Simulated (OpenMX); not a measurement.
# WS2 under changes of volume

One of the cells (49.592 Å³/atom); the others are scaled copies at fixed shape and fractional positions:

```
W S
1.0
     3.18352    0.00000    0.00000
    -1.59176    2.75701    0.00000
     0.00000    0.00000   16.95058
W S
1 2
Cartesian
  0.0000 0.0000 0.0000
  0.0000 1.8380 1.5595
  0.0000 1.8380 15.3911
```

```yaml
Program: OpenMX 3.8.5
Functional: LDA
Potentials_or_basis: OpenMX 2013 LDA set, W7.0-s3p2d2f1, S7.0-s2p2d1f1, fixed grid of 32 × 32 × 200 points
k_mesh: 11 × 11 × 3
Occupations: fermi-dirac, width 0.05 eV
Spin: no spin polarisation
```

| volume (Å³/atom) | energy over the lowest point (meV/atom) | gap on the mesh (eV) | largest force (eV/Å) |
| --- | --- | --- | --- |
| 46.616 | 10.24 | 2.04 | 1.049 |
| 47.608 | 0.85 | 1.98 | 0.613 |
| 48.600 | 0.00 | 1.92 | 0.212 |
| 49.592 | 6.74 | 1.87 | 0.163 |
| 50.583 | 20.34 | 1.81 | 0.508 |
| 51.575 | ? | ? | ? |
| 52.567 | 65.21 | 1.71 | 1.119 |

What does the run at 51.575 Å³/atom give?

Energy over the lowest point 40.03 meV/atom; gap on the mesh 1.76 eV; largest force 0.824 eV/Å.

Worked out: A Birch-Murnaghan fit of order 3 (a polynomial in V^(-2/3)) to the other rows has its minimum at 48.21 Å³/atom with B0 = V·E''(V) = 63 GPa and B' = 4.4 at fixed shape and positions, which overstates the stiffness. It gives 40.03 meV/atom at 51.575 Å³/atom, against the run's 40.03. A straight line through the other rows of the gap, of slope -2.75 eV per unit of ln V, gives 1.76 eV, against the run's 1.76.

Energies are extrapolated to zero smearing.

Caveats: spin-orbit coupling is left out, which moves the levels of the heavy elements; the basis of atomic orbitals isn't converged, which shifts pressures, moduli and gaps.

A mesh can miss the band edges.
